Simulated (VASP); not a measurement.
# CdTe (F-43m) in VASP: settings compared

One crystal, CdTe, is run at these levels: HSE06, PBE; tasks: band structure.

Program: VASP 6.6.1. These are calculated values, not measurements. Logs are shortened: lines on timing, memory, paths and dates and some standing lists are left out, and cuts for length are marked.

**The experiment to reproduce.**

A printed reference work, data compilation reports, for a bulk crystal of CdTe at 0 K: band gap 1.607 eV.

The results are compared with them further down.

### 1 The crystal as given

Symmetry: F-43m, No. 216, cubic system. Conventional cell: a = 6.622 Å, b = 6.622 Å, c = 6.622 Å, α = 90.00°, β = 90.00°, γ = 90.00°. Cd (site symmetry -43m) is surrounded by 4 Te at 2.87 Å. Te (site symmetry -43m) is surrounded by 4 Cd at 2.87 Å.

### 2 Band structure, HSE06, spin-orbit coupling, no magnetisation

POSCAR

```
CdTe                                    
1.0
    0.0000000000      3.3111409339      3.3111409339
    3.3111409339      0.0000000000      3.3111409339
    3.3111409339      3.3111409339      0.0000000000
  Cd              Te            
     1     1
Direct
     0.0000000000000000    0.0000000000000000    0.0000000000000000
     0.2500000000000000    0.2500000000000000    0.2500000000000000
```

INCAR.step1

```
SYSTEM = CdTe
ALGO     = Normal         ! electronic algorithm
EDIFF    = 1E-5           ! SCF threshold, eV
ENCUT    = 520            ! plane-wave cutoff, eV
GGA      = PE             ! functional
GGA_COMPAT= .False.      
ISIF     = 2              ! what is computed and relaxed
ISMEAR   = 0              ! smearing method
LASPH    = .True.         ! aspherical terms in the spheres
LCHARG   = .False.        ! write CHGCAR
LORBIT   = 11             ! projections on sites
LREAL    = .False.        ! projectors in reciprocal space
LSORBIT  = .True.         ! spin-orbit coupling
LWAVE    = .True.         ! write WAVECAR
MAGMOM   = 0 0 0 0 0 0    ! initial moments
NBANDS   = 32             ! bands
NELM     = 80             ! most SCF steps
PREC     = Accurate       ! precision mode
SIGMA    = 0.03           ! smearing width, eV
```

INCAR.step2

```
SYSTEM = CdTe
ALGO     = Normal         ! electronic algorithm
EDIFF    = 1E-7           ! SCF threshold, eV
ENCUT    = 520            ! plane-wave cutoff, eV
GGA      = PE             ! functional
GGA_COMPAT= .False.      
HFSCREEN = 0.2            ! screening, 1/A
ISIF     = 2              ! what is computed and relaxed
ISMEAR   = 0              ! smearing method
ISTART   = 1            
LASPH    = .True.         ! aspherical terms in the spheres
LCHARG   = .False.        ! write CHGCAR
LHFCALC  = .True.         ! exact exchange
LORBIT   = 11             ! projections on sites
LREAL    = .False.        ! projectors in reciprocal space
LSORBIT  = .True.         ! spin-orbit coupling
LWAVE    = .False.        ! write WAVECAR
MAGMOM   = 0 0 0 0 0 0    ! initial moments
NBANDS   = 32             ! bands
NELM     = 80             ! most SCF steps
PREC     = Accurate       ! precision mode
PRECFOCK = Fast         
SIGMA    = 0.03           ! smearing width, eV
```

KPOINTS

```
k-points
0
Gamma
  4 4 4
  0 0 0
```

KPOINTS_OPT

```
explicit points
9
Reciprocal
 0.0000000000  0.0000000000  0.0000000000 1
 0.3750000000  0.3750000000  0.7500000000 1
 0.5000000000  0.5000000000  0.5000000000 1
 0.6250000000  0.2500000000  0.6250000000 1
 0.5000000000  0.2500000000  0.7500000000 1
 0.5000000000  0.0000000000  0.5000000000 1
 0.4000000000  0.0000000000  0.4000000000 1
 0.4250000000  0.0000000000  0.4250000000 1
 0.4500000000  0.0000000000  0.4500000000 1
```

Potentials or basis: VASP PAW PBE potentials, release 64 (Cd, Te).

Started as:

```sh
$ cat potpaw_PBE.64/Cd/POTCAR potpaw_PBE.64/Te/POTCAR > POTCAR
$ cp INCAR.step1 INCAR
$ mpirun -np 1 vasp_ncl > vasp.out
$ cp INCAR.step2 INCAR
$ mpirun -np 1 vasp_ncl > vasp.out
```

OUTCAR:

```text
SYSTEM = CdTe
   EDIFF = 1E-7
   ENCUT = 520
   GGA = PE
   HFSCREEN = 0.2
   ISIF = 2
   ISMEAR = 0
   ISTART = 1
   LASPH = .True.
   LHFCALC = .True.
   LORBIT = 11
   LREAL = .False.
   LSORBIT = .True.
   NELM = 80
   PREC = Accurate
   PRECFOCK = Fast

 ion  position               nearest neighbor table
   1  0.000  0.000  0.000-   2 2.87   2 2.87   2 2.87   2 2.87
   2  0.250  0.250  0.250-   1 2.87   1 2.87   1 2.87   1 2.87

  LATTYP: Found a face centered cubic cell.
 ALAT       =     6.6222818678

  Lattice vectors:

 A1 = (   0.0000000000,   3.3111409339,   3.3111409339)
 A2 = (   3.3111409339,   0.0000000000,   3.3111409339)
 A3 = (   3.3111409339,   3.3111409339,   0.0000000000)

Analysis of symmetry for initial positions (statically):
=====================================================================
 Subroutine PRICEL returns:
 Original cell was already a primitive cell.

 Routine SETGRP: Setting up the symmetry group for a
 face centered cubic supercell.

 Subroutine GETGRP returns: Found 24 space group operations
 (whereof 24 operations were pure point group operations)
 out of a pool of 48 trial point group operations.

The static configuration has the point symmetry T_d .

Analysis of symmetry for dynamics (positions and initial velocities):
=====================================================================
 Subroutine PRICEL returns:
 Original cell was already a primitive cell.

 Routine SETGRP: Setting up the symmetry group for a
 face centered cubic supercell.

 Subroutine GETGRP returns: Found 24 space group operations
 (whereof 24 operations were pure point group operations)
 out of a pool of 48 trial point group operations.

The dynamic configuration has the point symmetry T_d .

Analysis of structural, dynamic, and magnetic symmetry:
=====================================================================
 Subroutine PRICEL returns:
 Original cell was already a primitive cell.

 Routine SETGRP: Setting up the symmetry group for a
 face centered cubic supercell.

 Subroutine GETGRP returns: Found 24 space group operations
 (whereof 24 operations were pure point group operations)
 out of a pool of 48 trial point group operations.

The overall configuration has the point symmetry T_d .

 Subroutine INISYM returns: Found 24 space group operations
 (whereof 24 operations are pure point group operations),
 and found     1 'primitive' translations

----------------------------------------------------------------------------------------

                                     Primitive cell

  volume of cell :      72.6044

  direct lattice vectors                    reciprocal lattice vectors
     0.000000000  3.311140934  3.311140934    -0.151005351  0.151005351  0.151005351
     3.311140934  0.000000000  3.311140934     0.151005351 -0.151005351  0.151005351
     3.311140934  3.311140934  0.000000000     0.151005351  0.151005351 -0.151005351

  length of vectors
     4.682660416  4.682660416  4.682660416     0.261548941  0.261548941  0.261548941

  position of ions in fractional coordinates (direct lattice)
     0.000000000  0.000000000  0.000000000
     0.250000000  0.250000000  0.250000000

  ion indices of the primitive-cell ions
   primitive index   ion index
                 1           1
                 2           2

----------------------------------------------------------------------------------------

 KPOINTS: k-points

Automatic generation of k-mesh.
 Grid dimensions read from file:
[... 75 lines left out ...]
   GGA     = PE    functional components
   LHFCALC =     T    Hartree Fock is set to
   PRECFOCK=fast      Normal, Fast or Accurate (Low or Medium for compatibility)
   ENCUT4O =  -1.0   cutoff for four orbital integrals eV
   NKREDX  =     1    reduce k-point grid by
   NKREDY  =     1    reduce k-point grid by
   NKREDZ  =     1    reduce k-point grid by
   AEXX    =    0.2500 exact exchange contribution
   HFSCREEN=    0.2000 screening length (either q_TF or 0.3 A-1)
   HFSCREENC=   0.2000 screening length for correlation (either q_TF or 0.3 A-1)
   ENCUTFOCK=  -1.0 apply spherical cutoff to Coloumb kernel
   IVDW    =     0    specifies the selected vdW correction
   LEPSILON=     F    determine dielectric tensor
   LRPA    =     F    only Hartree local field effects (RPA)
 Gauss-broadening in eV      SIGMA  =   0.03
  energy-cutoff  :      520.00
  volume of cell :       72.60
 maximum number of plane-waves:      3928
 NGX is ok and might be reduce to    36
  NGX = 20; NGY = 20; NGZ = 20

 number of electron      18.0000006 magnetization       0.0000000      0.0000000      0.0000001

 number of electron      18.0000006 magnetization      -0.0000000     -0.0000000     -0.0000000

 number of electron      18.0000006 magnetization      -0.0000000      0.0000000     -0.0000000

 number of electron      18.0000006 magnetization      -0.0000000      0.0000000      0.0000000

 Free energy of the ion-electron system (eV)
  ---------------------------------------------------
  ext. energy  EPLUGINS =         0.00000000
  ---------------------------------------------------
  free energy    TOTEN  =        -6.12605659 eV

  energy without entropy =       -6.12605659  energy(sigma->0) =       -6.12605659

 E-fermi :   1.7015     XC(G=0):  -6.9233

 val. band max:        1.5614239757   @ k =   0.0000   0.0000   0.0000
 cond. band min:       2.6476618517   @ k =   0.0000   0.0000   0.0000
 fundamental gap:      1.0862378760
 Fermi energy:         1.7015041120

 k-point     1 :       0.0000    0.0000    0.0000
  band No.  band energies     occupation
      1     -10.4754      1.00000
      2     -10.4754      1.00000
      3      -8.5000      1.00000
      4      -8.5000      1.00000
      5      -8.5000      1.00000
      6      -8.5000      1.00000
[... 319 lines left out ...]
     29      13.2034      0.00000
     30      13.3020      0.00000
 [bands above 30 left out]

------------------------ aborting loop because EDIFF is reached ----------------------------------------

  FORCE on cell =-STRESS in cart. coord.  units (eV):
  Direction    XX          YY          ZZ          XY          YZ          ZX
  --------------------------------------------------------------------------------------
  -------------------------------------------------------------------------------------
  Total       -0.3689315     -0.3689315     -0.3689315      0.0000000      0.0000000      0.0000000
  in kB       -8.1412908     -8.1412908     -8.1412908      0.0000000      0.0000000      0.0000000
  external PRESSURE =      -8.1412908 kB  Pullay stress =       0.0000000 kB

 VOLUME and BASIS-vectors are now :
 -----------------------------------------------------------------------------
  energy-cutoff  :      520.00
  volume of cell :       72.60
      direct lattice vectors                 reciprocal lattice vectors
     0.000000000  3.311140934  3.311140934    -0.151005351  0.151005351  0.151005351
     3.311140934  0.000000000  3.311140934     0.151005351 -0.151005351  0.151005351
     3.311140934  3.311140934  0.000000000     0.151005351  0.151005351 -0.151005351

 POSITION                                       TOTAL-FORCE (eV/Angst)
 -----------------------------------------------------------------------------------
      0.00000      0.00000      0.00000        -0.000000     -0.000000     -0.000000
      1.65557      1.65557      1.65557         0.000000      0.000000      0.000000
 -----------------------------------------------------------------------------------
    total drift:                                0.000004      0.000003      0.000003

  FREE ENERGIE OF THE ION-ELECTRON SYSTEM (eV)
  ---------------------------------------------------
  free  energy   TOTEN  =        -6.1260565868 eV

  energy  without entropy=       -6.1260565868  energy(sigma->0) =       -6.12605659

 Spin-Orbit-Coupling matrix elements

 Ion:    1  E_soc:     -0.0557624
 l=   1
     0.0000000    -0.0025361    -0.0025361
    -0.0025361     0.0000000    -0.0025361
    -0.0025361    -0.0025361     0.0000000
 l=   2
     0.0000000    -0.0013732     0.0000000    -0.0013732    -0.0053844
    -0.0013732     0.0000000    -0.0040383    -0.0013732    -0.0013461
     0.0000000    -0.0040383     0.0000000    -0.0040383     0.0000000
    -0.0013732    -0.0013732    -0.0040383     0.0000000    -0.0013461
    -0.0053844    -0.0013461     0.0000000    -0.0013461     0.0000000
 l=   3
     0.0000000     0.0000000     0.0000000     0.0000000     0.0000000     0.0000000     0.0000000
     0.0000000     0.0000000     0.0000000     0.0000000     0.0000000     0.0000000     0.0000000
     0.0000000     0.0000000     0.0000000     0.0000000     0.0000000     0.0000000     0.0000000
     0.0000000     0.0000000     0.0000000     0.0000000     0.0000000     0.0000000     0.0000000
     0.0000000     0.0000000     0.0000000     0.0000000     0.0000000     0.0000000     0.0000000
     0.0000000     0.0000000     0.0000000     0.0000000     0.0000000     0.0000000     0.0000000
     0.0000000     0.0000000     0.0000000     0.0000000     0.0000000     0.0000000     0.0000000

 Ion:    2  E_soc:     -0.1823275
 l=   1
     0.0000000    -0.0303297    -0.0303297
    -0.0303297     0.0000000    -0.0303297
    -0.0303297    -0.0303297     0.0000000
 l=   2
     0.0000000    -0.0000288     0.0000000    -0.0000288    -0.0000294
    -0.0000288     0.0000000    -0.0000221    -0.0000288    -0.0000074
     0.0000000    -0.0000221     0.0000000    -0.0000221     0.0000000
    -0.0000288    -0.0000288    -0.0000221     0.0000000    -0.0000074
    -0.0000294    -0.0000074     0.0000000    -0.0000074     0.0000000
 l=   3
     0.0000000     0.0000000     0.0000000     0.0000000     0.0000000     0.0000000     0.0000000
     0.0000000     0.0000000     0.0000000     0.0000000     0.0000000     0.0000000     0.0000000
     0.0000000     0.0000000     0.0000000     0.0000000     0.0000000     0.0000000     0.0000000
     0.0000000     0.0000000     0.0000000     0.0000000     0.0000000     0.0000000     0.0000000
     0.0000000     0.0000000     0.0000000     0.0000000     0.0000000     0.0000000     0.0000000
     0.0000000     0.0000000     0.0000000     0.0000000     0.0000000     0.0000000     0.0000000
     0.0000000     0.0000000     0.0000000     0.0000000     0.0000000     0.0000000     0.0000000

 total charge

# of ion       s       p       d       tot
------------------------------------------
    1        0.426   0.279   9.577  10.283
    2        1.306   2.208   0.016   3.530
--------------------------------------------------
tot          1.732   2.487   9.594  13.813

 magnetization (x)

# of ion       s       p       d       tot
------------------------------------------
    1       -0.000  -0.000   0.000  -0.000
    2        0.000   0.000  -0.000   0.000
--------------------------------------------------
tot         -0.000  -0.000   0.000  -0.000

 magnetization (y)

# of ion       s       p       d       tot
------------------------------------------
    1        0.000   0.000   0.000   0.000
    2       -0.000   0.000   0.000  -0.000
--------------------------------------------------
tot         -0.000   0.000   0.000   0.000

 magnetization (z)

# of ion       s       p       d       tot
------------------------------------------
    1       -0.000   0.000  -0.000  -0.000
    2        0.000   0.000  -0.000   0.000
--------------------------------------------------
tot         -0.000   0.000  -0.000  -0.000
```

Wall time 58 min (1 thread of AMD EPYC 9R45 (Zen 5), shared host); peak memory 0.48 GiB.

What came out:

| Quantity | Value |
| --- | --- |
| Free energy | -6.1261 eV |
| Pressure | -0.8 GPa |
| Valence electrons inside the program's atomic spheres | Cd 10.28; Te 3.53 |

Caveat: the k mesh is coarse (spacing up to 0.41 Å⁻¹), so the values aren't converged, least of all with exact exchange; the PAW data sets were made with another functional, which shifts forces and pressure a little.

### 3 Band structure, PBE

INCAR

```
SYSTEM = CdTe
  ALGO = Normal
  EDIFF = 1E-6
  ENCUT = 520
  GGA = PE
  ISIF = 2
  ISMEAR = 0
  KPAR = 2
  LASPH = .True.
  LCHARG = .False.
  LREAL = .False.
  LWAVE = .False.
  NBANDS = 16
  NELM = 80
  PREC = Accurate
  SIGMA = 0.03
```

KPOINTS

```
k-points
0
Gamma
  6 6 6
  0 0 0
```

POSCAR

```
CdTe                                    
1.0
    0.0000000000      3.3111409335      3.3111409335
    3.3111409335      0.0000000000      3.3111409335
    3.3111409335      3.3111409335      0.0000000000
  Cd              Te            
     1     1
Direct
     0.0000000000000000    0.0000000000000000    0.0000000000000000
     0.2500000000000000    0.2500000000000000    0.2500000000000000
```

KPOINTS_OPT is that of step 2.

Potentials or basis: VASP PAW PBE potentials, release 64 (Cd, Te).

Started as:

```sh
$ cat potpaw_PBE.64/Cd/POTCAR potpaw_PBE.64/Te/POTCAR > POTCAR
$ mpirun -np 2 vasp_std > vasp.out
```

Wall time 6.9 s (2 MPI ranks of Intel Xeon 6975P-C (Granite Rapids), shared host); peak memory 0.21 GiB.

Results (log left out):

| Property | Result |
| --- | --- |
| Free energy | -4.8071 eV |
| Pressure | 0.1 GPa |
| Band gap on the k mesh | 0.58 eV, direct |
| Band gap along the path | 0.58 eV, direct |

Levels at points of the mesh, in eV from the valence-band top:
```tsv
k point	band 5	band 6	band 7	band 8	band 9	band 10	band 11	band 12	band 13	band 14
(0.00, 0.00, 0.00)	-7.87	-7.87	0.00	0.00	0.00	0.58	4.64	4.64	4.64	7.37
(0.50, 0.00, 0.00)	-7.87	-7.57	-4.07	-0.68	-0.68	1.75	5.21	5.21	7.00	8.43
(0.50, 0.50, 0.00)	-7.85	-7.45	-4.01	-1.65	-1.65	2.67	2.74	8.50	8.80	8.80
```

Caveat: spin-orbit coupling is left out, which moves the levels of the heavy elements.

### 4 Against experiment

Step 3. Measured gap of CdTe: 1.607 eV (0 K; a printed reference work, data compilation). This calculation gives 0.58 eV (-1.03 eV). So large a miss can be the level of theory's own, or it may mean another phase, state or a wrong row. Spin-orbit coupling on Cd, Te is left out. The value is that of PBE, without temperature or zero-point motion. Semilocal functionals fall short of measured gaps as a rule.
